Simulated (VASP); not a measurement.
# CdS (Fm-3m) in VASP: further runs, part 2 of 2

VASP 6.6.1. The steps go on from the part before.

## 3. Dielectric tensor, PBEsol

Contents of INCAR:

```
ALGO = Normal
EDIFF = 1E-8
ENCUT = 500
GGA = PS
ISIF = 2
ISMEAR = 0
LASPH = True
LCHARG = False
LEPSILON = True
LREAL = False
LWAVE = False
NELM = 100
PREC = Accurate
SIGMA = 0.01
```

Contents of KPOINTS:

```
k-points
0
Gamma
  5 5 5
```

Contents of POSCAR:

```
CdS
1.0
    0.0000000000      2.7532440000      2.7532440000
    2.7532440000      0.0000000000      2.7532440000
    2.7532440000      2.7532440000      0.0000000000
Cd S
1 1
Direct
    0.0000000000      0.0000000000      0.0000000000
    0.5000000000      0.5000000000      0.5000000000
```

Potentials or basis: VASP PAW PBE potentials, release 64 (Cd, S).

Started as:

```
$ cat potpaw_PBE.64/Cd/POTCAR potpaw_PBE.64/S/POTCAR > POTCAR
$ mpirun -np 1 vasp_std > vasp.out
```

OUTCAR:

```text
EDIFF = 1E-8
   ENCUT = 500
   GGA = PS
   ISIF = 2
   ISMEAR = 0
   LASPH = True
   LEPSILON = True
   LREAL = False
   NELM = 100
   PREC = Accurate

 Found     10 irreducible k-points:

 Following reciprocal coordinates:
            Coordinates               Weight
  0.000000  0.000000  0.000000      1.000000
  0.200000  0.000000  0.000000      8.000000
  0.400000  0.000000  0.000000      8.000000
  0.200000  0.200000  0.000000      6.000000
  0.400000  0.200000  0.000000     24.000000
 -0.400000  0.200000  0.000000     24.000000
   k-points           NKPTS =     10   k-points in BZ     NKDIM =     10   number of bands    NBANDS=     13
   number of dos      NEDOS =    301   number of ions     NIONS =      2
   total plane-waves  NPLWV =  21952
   dimension x,y,z NGX =    28 NGY =   28 NGZ =   28
   dimension x,y,z NGXF=    56 NGYF=   56 NGZF=   56
   ions per type =               1   1
   NGX,Y,Z   is equivalent  to a cutoff of  11.95, 11.95, 11.95 a.u.
   NGXF,Y,Z  is equivalent  to a cutoff of  23.91, 23.91, 23.91 a.u.
 SYSTEM =  unknown system
   PREC   = accura    normal or accurate (medium, high low for compatibility)
   ISTART =      0    job   : 0-new  1-cont  2-samecut
   ICHARG =      2    charge: 1-file 2-atom 10-const
   ISPIN  =      1    spin polarized calculation?
   LNONCOLLINEAR =      F non collinear calculations
   LSORBIT =      F    spin-orbit coupling
   LASPH  =      T    aspherical Exc in radial PAW
   ENCUT  =  500.0 eV  36.75 Ry    6.06 a.u.   7.10  7.10  7.10*2*pi/ulx,y,z
   NELM   =    100;   NELMIN=  2; NELMDL= -5     # of ELM steps
   EDIFF  = 0.1E-07   stopping-criterion for ELM
   LREAL  =      F    real-space projection
   EDIFFG = 0.1E-06   stopping-criterion for IOM
   NSW    =      0    number of steps for IOM
   IBRION =     -1    ionic relax: 0-MD 1-quasi-New 2-CG
   NFREE  =      0    steps in history (QN), initial steepest desc. (CG)
   ISIF   =      2    stress and relaxation
   ISYM   =      2    0-nonsym 1-usesym 2-fastsym
   POTIM  = 0.5000    time-step for ionic-motion
   TEBEG  =    0.0;   TEEND  =   0.0 temperature during run
   PSTRESS=    0.0 pullay stress
   NELECT =      18.0000    total number of electrons
[... 169 lines left out ...]
          -0.000000     0.000000    13.572133
 ------------------------------------------------------

 Free energy of the ion-electron system (eV)
  ---------------------------------------------------
  ---------------------------------------------------
  free energy    TOTEN  =        -1.46907944 eV

  energy without entropy =       -1.46907944

------------------------ aborting loop because EDIFF is reached ----------------------------------------

--------------------------------------- Ionic step        2  -------------------------------------------

------------------------ aborting loop because EDIFF is reached ----------------------------------------

--------------------------------------- Ionic step        3  -------------------------------------------

 Free energy of the ion-electron system (eV)
  ---------------------------------------------------
  ---------------------------------------------------
  free energy    TOTEN  =        -1.46908263 eV

  energy without entropy =       -1.46908263

------------------------ aborting loop because EDIFF is reached ----------------------------------------

 PIEZOELECTRIC TENSOR FIELD DIRECTION 3  (e Angst)
 -----------------------------------------------------------------------------
     0.00294  0.00000  0.00000           ( -0.00000  0.00000  0.00000)
     0.00000  0.00294  0.00000           (  0.00000 -0.00000 -0.00000)
     0.00000 -0.00000 -0.00662           (  0.00000 -0.00000  0.00004)

 PIEZOELECTRIC TENSOR FIELD DIRECTION 3  (C/m^2)
 -----------------------------------------------------------------------------
     0.00113  0.00000  0.00000
     0.00000  0.00113  0.00000
     0.00000 -0.00000 -0.00254

 MACROSCOPIC STATIC DIELECTRIC TENSOR (including local field effects in DFT)
 ------------------------------------------------------
          13.157339    -0.000000    -0.000000
          -0.000000    13.157339     0.000000
          -0.000000    -0.000000    13.157339
 ------------------------------------------------------

 PIEZOELECTRIC TENSOR (including local field effects)  for field in x, y, z        (e  Angst)
          XX          YY          ZZ          XY          YZ          ZX
  --------------------------------------------------------------------------------
  x     0.00000     0.00000     0.00000     0.00000     0.00000     0.00000
  y     0.00000     0.00000     0.00000     0.00000     0.00000     0.00000
  z     0.00000     0.00000     0.00000     0.00000     0.00000     0.00000

 PIEZOELECTRIC TENSOR (including local field effects)  for field in x, y, z        (C/m^2)
          XX          YY          ZZ          XY          YZ          ZX
  --------------------------------------------------------------------------------
  x     0.00000     0.00000     0.00000     0.00000     0.00000     0.00000
  y     0.00000     0.00000     0.00000     0.00000     0.00000     0.00000
  z     0.00000     0.00000     0.00000     0.00000     0.00000     0.00000

 BORN EFFECTIVE CHARGES (including local field effects) (in |e|, cummulative output)
 ---------------------------------------------------------------------------------
 ion    1
    1     3.36819     0.00000    -0.00000
    2     0.00000     3.36819     0.00000
    3    -0.00000     0.00000     3.36819
 ion    2
    1    -3.36819     0.00000     0.00000
    2     0.00000    -3.36819    -0.00000
    3     0.00000    -0.00000    -3.36819
```

stdout:

```text
POSCAR found type information on POSCAR CdS
 POSCAR found :  2 types and       2 ions
 scaLAPACK will be used
 -----------------------------------------------------------------------------
|                                                                             |
|                                                                             |
|     You enforced a specific xc type in the INCAR file but a different       |
[... 28 lines left out ...]
  Direction:   1
 dielectric tensor                  component  1 :    13.157     4.422     0.991
 Linear response to external field, progress :
  Direction:   2
 dielectric tensor                  component  2 :     4.588    13.157    -0.922
 Linear response to external field, progress :
  Direction:   3
 dielectric tensor                  component  3 :     1.165     2.500    13.157
 Born effective charges drift removed
```

Run time: 52 s. Hardware: 1 thread of Intel Xeon Platinum 8488C (Sapphire Rapids), shared host; peak memory 0.16 GiB.

These settings aren't checked as converged: the numbers below hold their error.

Results:

```yaml
Band_gap_on_the_k_mesh: 0.62 eV, indirect (least direct gap 1.40 eV)
Electronic_dielectric_tensor_diagonal: 13.16
Born_charges_mean_of_the_diagonal: Cd +3.37; S -3.37 e
```

Caveat: the gap is small at this level, which inflates the dielectric constant; an odd mesh through Γ misses points on the zone boundary, where band edges often lie.

## 4. Dielectric tensor, PBEsol

Changes to INCAR since step 3:

```diff
@@ -2,3 +2,3 @@
 EDIFF = 1E-8
-ENCUT = 500
+ENCUT = 600
 GGA = PS
```

KPOINTS is that of step 3.

POSCAR is that of step 3.

Potentials or basis: VASP PAW PBE potentials, release 64 (Cd, S).

Started as:

```
$ cat potpaw_PBE.64/Cd/POTCAR potpaw_PBE.64/S/POTCAR > POTCAR
$ mpirun -np 1 vasp_std > vasp.out
```

OUTCAR:

```text
EDIFF = 1E-8
   ENCUT = 600
   GGA = PS
   ISIF = 2
   ISMEAR = 0
   LASPH = True
   LEPSILON = True
   LREAL = False
   NELM = 100
   PREC = Accurate

 Found     10 irreducible k-points:

 Following reciprocal coordinates:
            Coordinates               Weight
  0.000000  0.000000  0.000000      1.000000
  0.200000  0.000000  0.000000      8.000000
  0.400000  0.000000  0.000000      8.000000
  0.200000  0.200000  0.000000      6.000000
  0.400000  0.200000  0.000000     24.000000
 -0.400000  0.200000  0.000000     24.000000
   k-points           NKPTS =     10   k-points in BZ     NKDIM =     10   number of bands    NBANDS=     13
   number of dos      NEDOS =    301   number of ions     NIONS =      2
   total plane-waves  NPLWV =  32768
   dimension x,y,z NGX =    32 NGY =   32 NGZ =   32
[... 233 lines left out ...]
     0.00000  0.00113 -0.00000
    -0.00000  0.00000 -0.00254

 MACROSCOPIC STATIC DIELECTRIC TENSOR (including local field effects in DFT)
 ------------------------------------------------------
          13.155548    -0.000000    -0.000000
          -0.000000    13.155548     0.000000
          -0.000000     0.000000    13.155548
 ------------------------------------------------------

 PIEZOELECTRIC TENSOR (including local field effects)  for field in x, y, z        (e  Angst)
          XX          YY          ZZ          XY          YZ          ZX
  --------------------------------------------------------------------------------
  x     0.00000     0.00000     0.00000     0.00000     0.00000     0.00000
  y     0.00000     0.00000     0.00000     0.00000     0.00000     0.00000
  z     0.00000     0.00000     0.00000     0.00000     0.00000     0.00000

 PIEZOELECTRIC TENSOR (including local field effects)  for field in x, y, z        (C/m^2)
          XX          YY          ZZ          XY          YZ          ZX
  --------------------------------------------------------------------------------
  x     0.00000     0.00000     0.00000     0.00000     0.00000     0.00000
  y     0.00000     0.00000     0.00000     0.00000     0.00000     0.00000
  z     0.00000     0.00000     0.00000     0.00000     0.00000     0.00000

 BORN EFFECTIVE CHARGES (including local field effects) (in |e|, cummulative output)
 ---------------------------------------------------------------------------------
 ion    1
    1     3.36828     0.00000    -0.00000
    2    -0.00000     3.36828    -0.00000
    3     0.00000    -0.00000     3.36828
 ion    2
    1    -3.36828    -0.00000     0.00000
    2     0.00000    -3.36828     0.00000
    3    -0.00000     0.00000    -3.36828
```

OSZICAR:

```text
[... 13 lines left out ...]
RMM:   4    -0.144687389893E+01   -0.27452E-01   -0.25085E-02   687   0.890E-01    0.272E-01
RMM:   5    -0.146790041279E+01   -0.21027E-01   -0.10172E-03   712   0.255E-01    0.502E-02
RMM:   6    -0.146828597083E+01   -0.38556E-03   -0.46064E-05   701   0.401E-02    0.185E-02
RMM:   7    -0.146917875516E+01   -0.89278E-03   -0.57736E-06   728   0.185E-02    0.202E-03
RMM:   8    -0.146923048766E+01   -0.51732E-04    0.32818E-06   768   0.332E-03    0.111E-03
RMM:   9    -0.146923009338E+01    0.39427E-06    0.23213E-05   668   0.127E-03    0.338E-04
RMM:  10    -0.146922983821E+01    0.25517E-06   -0.32535E-06   710   0.337E-04    0.747E-05
RMM:  11    -0.146923010855E+01   -0.27034E-06    0.25405E-06   581   0.140E-04    0.200E-05
RMM:  12    -0.146923005365E+01    0.54906E-07    0.17067E-07   287   0.533E-05    0.570E-06
```

stdout:

```text
POSCAR found type information on POSCAR CdS
 POSCAR found :  2 types and       2 ions
 scaLAPACK will be used
 -----------------------------------------------------------------------------
|                                                                             |
|                                                                             |
|     You enforced a specific xc type in the INCAR file but a different       |
[... 28 lines left out ...]
  Direction:   1
 dielectric tensor                  component  1 :    13.155     4.421     0.990
 Linear response to external field, progress :
  Direction:   2
 dielectric tensor                  component  2 :     4.587    13.156    -0.922
 Linear response to external field, progress :
  Direction:   3
 dielectric tensor                  component  3 :     1.165     2.500    13.156
 Born effective charges drift removed
```

Wall time 56 s (1 thread of Intel Xeon Platinum 8488C (Sapphire Rapids), shared host); peak memory 0.2 GiB.

These settings aren't checked as converged: the numbers below hold their error.

Results:

```yaml
Band_gap_on_the_k_mesh: 0.62 eV, indirect (least direct gap 1.40 eV)
Electronic_dielectric_tensor_diagonal: 13.16
Born_charges_mean_of_the_diagonal: Cd +3.37; S -3.37 e
```

Caveat: the gap is small at this level, which inflates the dielectric constant; an odd mesh through Γ misses points on the zone boundary, where band edges often lie.

## 5. Dielectric tensor, PBEsol

Changes to INCAR since step 4:

```diff
@@ -2,3 +2,3 @@
 EDIFF = 1E-8
-ENCUT = 600
+ENCUT = 350
 GGA = PS
```

Contents of KPOINTS:

```
k-points
0
Gamma
  7 7 7
```

POSCAR is that of step 4.

Potentials or basis: VASP PAW PBE potentials, release 64 (Cd, S).

Started as:

```
$ cat potpaw_PBE.64/Cd/POTCAR potpaw_PBE.64/S/POTCAR > POTCAR
$ mpirun -np 1 vasp_std > vasp.out
```

OUTCAR:

```text
EDIFF = 1E-8
   ENCUT = 350
   GGA = PS
   ISIF = 2
   ISMEAR = 0
   LASPH = True
   LEPSILON = True
   LREAL = False
   NELM = 100
   PREC = Accurate

 Found     20 irreducible k-points:

 Following reciprocal coordinates:
            Coordinates               Weight
  0.000000  0.000000  0.000000      1.000000
  0.142857  0.000000  0.000000      8.000000
  0.285714  0.000000  0.000000      8.000000
  0.428571  0.000000  0.000000      8.000000
  0.142857  0.142857  0.000000      6.000000
  0.285714  0.142857  0.000000     24.000000
   k-points           NKPTS =     20   k-points in BZ     NKDIM =     20   number of bands    NBANDS=     13
   number of dos      NEDOS =    301   number of ions     NIONS =      2
   total plane-waves  NPLWV =  13824
   dimension x,y,z NGX =    24 NGY =   24 NGZ =   24
   dimension x,y,z NGXF=    48 NGYF=   48 NGZF=   48
   ions per type =               1   1
   NGX,Y,Z   is equivalent  to a cutoff of  10.25, 10.25, 10.25 a.u.
   NGXF,Y,Z  is equivalent  to a cutoff of  20.49, 20.49, 20.49 a.u.
 SYSTEM =  unknown system
   PREC   = accura    normal or accurate (medium, high low for compatibility)
   ISTART =      0    job   : 0-new  1-cont  2-samecut
   ICHARG =      2    charge: 1-file 2-atom 10-const
   ISPIN  =      1    spin polarized calculation?
   LNONCOLLINEAR =      F non collinear calculations
   LSORBIT =      F    spin-orbit coupling
   LASPH  =      T    aspherical Exc in radial PAW
   ENCUT  =  350.0 eV  25.72 Ry    5.07 a.u.   5.94  5.94  5.94*2*pi/ulx,y,z
   NELM   =    100;   NELMIN=  2; NELMDL= -5     # of ELM steps
   EDIFF  = 0.1E-07   stopping-criterion for ELM
   LREAL  =      F    real-space projection
   EDIFFG = 0.1E-06   stopping-criterion for IOM
   NSW    =      0    number of steps for IOM
   IBRION =     -1    ionic relax: 0-MD 1-quasi-New 2-CG
   NFREE  =      0    steps in history (QN), initial steepest desc. (CG)
   ISIF   =      2    stress and relaxation
   ISYM   =      2    0-nonsym 1-usesym 2-fastsym
   POTIM  = 0.5000    time-step for ionic-motion
   TEBEG  =    0.0;   TEEND  =   0.0 temperature during run
   PSTRESS=    0.0 pullay stress
[... 170 lines left out ...]
           0.000000     0.000000    11.056781
 ------------------------------------------------------

 Free energy of the ion-electron system (eV)
  ---------------------------------------------------
  ---------------------------------------------------
  free energy    TOTEN  =        -1.16408651 eV

  energy without entropy =       -1.16408651

------------------------ aborting loop because EDIFF is reached ----------------------------------------

--------------------------------------- Ionic step        2  -------------------------------------------

------------------------ aborting loop because EDIFF is reached ----------------------------------------

--------------------------------------- Ionic step        3  -------------------------------------------

 Free energy of the ion-electron system (eV)
  ---------------------------------------------------
  ---------------------------------------------------
  free energy    TOTEN  =        -1.16408633 eV

  energy without entropy =       -1.16408633

------------------------ aborting loop because EDIFF is reached ----------------------------------------

 PIEZOELECTRIC TENSOR FIELD DIRECTION 3  (e Angst)
 -----------------------------------------------------------------------------
     0.00090  0.00000  0.00000           ( -0.00000  0.00000  0.00000)
     0.00000  0.00090  0.00000           (  0.00000 -0.00000  0.00000)
     0.00000  0.00000 -0.00383           (  0.00000  0.00000  0.00002)

 PIEZOELECTRIC TENSOR FIELD DIRECTION 3  (C/m^2)
 -----------------------------------------------------------------------------
     0.00034  0.00000  0.00000
     0.00000  0.00034  0.00000
     0.00000  0.00000 -0.00147

 MACROSCOPIC STATIC DIELECTRIC TENSOR (including local field effects in DFT)
 ------------------------------------------------------
          10.624130    -0.000000     0.000000
          -0.000000    10.624130     0.000000
           0.000000    -0.000000    10.624130
 ------------------------------------------------------

 PIEZOELECTRIC TENSOR (including local field effects)  for field in x, y, z        (e  Angst)
          XX          YY          ZZ          XY          YZ          ZX
  --------------------------------------------------------------------------------
  x     0.00000     0.00000     0.00000     0.00000     0.00000     0.00000
  y     0.00000     0.00000     0.00000     0.00000     0.00000     0.00000
  z     0.00000     0.00000     0.00000     0.00000     0.00000     0.00000

 PIEZOELECTRIC TENSOR (including local field effects)  for field in x, y, z        (C/m^2)
          XX          YY          ZZ          XY          YZ          ZX
  --------------------------------------------------------------------------------
  x     0.00000     0.00000     0.00000     0.00000     0.00000     0.00000
  y     0.00000     0.00000     0.00000     0.00000     0.00000     0.00000
  z     0.00000     0.00000     0.00000     0.00000     0.00000     0.00000

 BORN EFFECTIVE CHARGES (including local field effects) (in |e|, cummulative output)
 ---------------------------------------------------------------------------------
 ion    1
    1     3.09388    -0.00000     0.00000
    2     0.00000     3.09388     0.00000
    3     0.00000    -0.00000     3.09388
 ion    2
    1    -3.09388     0.00000    -0.00000
    2    -0.00000    -3.09388    -0.00000
    3    -0.00000     0.00000    -3.09388
```

OSZICAR:

```text
N       E                     dE             d eps       ncg     rms          rms(c)
DAV:   1     0.783929769203E+02    0.78393E+02   -0.76458E+03   552   0.939E+02
DAV:   2    -0.431445971336E+01   -0.82707E+02   -0.79487E+02   635   0.254E+02
[... 12 lines left out ...]
RMM:   6    -0.116329783530E+01   -0.61413E-04   -0.59439E-05  1501   0.439E-02    0.202E-02
RMM:   7    -0.116403157607E+01   -0.73374E-03   -0.42108E-06  1646   0.157E-02    0.237E-03
RMM:   8    -0.116408177456E+01   -0.50198E-04   -0.12303E-06  1594   0.344E-03    0.918E-04
RMM:   9    -0.116408554930E+01   -0.37747E-05   -0.67788E-06  1552   0.122E-03    0.256E-04
RMM:  10    -0.116408637261E+01   -0.82331E-06   -0.43350E-06  1529   0.265E-04    0.396E-05
RMM:  11    -0.116408659077E+01   -0.21817E-06   -0.31113E-08   925   0.660E-05    0.146E-05
RMM:  12    -0.116408633073E+01    0.26004E-06   -0.44200E-07   532   0.506E-05    0.348E-06
```

It took 40 s on 1 thread of Intel Xeon Platinum 8488C (Sapphire Rapids), shared host; peak memory 0.16 GiB.

The run converged, but some of its settings lie outside the range that counts as converged, so its numbers aren't taken as properties of the crystal.

What came out:

| Property | Result |
| --- | --- |
| Band gap on the k mesh | 0.38 eV, indirect (least direct gap 1.41 eV) |
| Electronic dielectric tensor (diagonal) | 10.62 |
| Born charges (mean of the diagonal) | Cd +3.09; S -3.09 e |

Caveat: the gap is small at this level, which inflates the dielectric constant; an odd mesh through Γ misses points on the zone boundary, where band edges often lie.
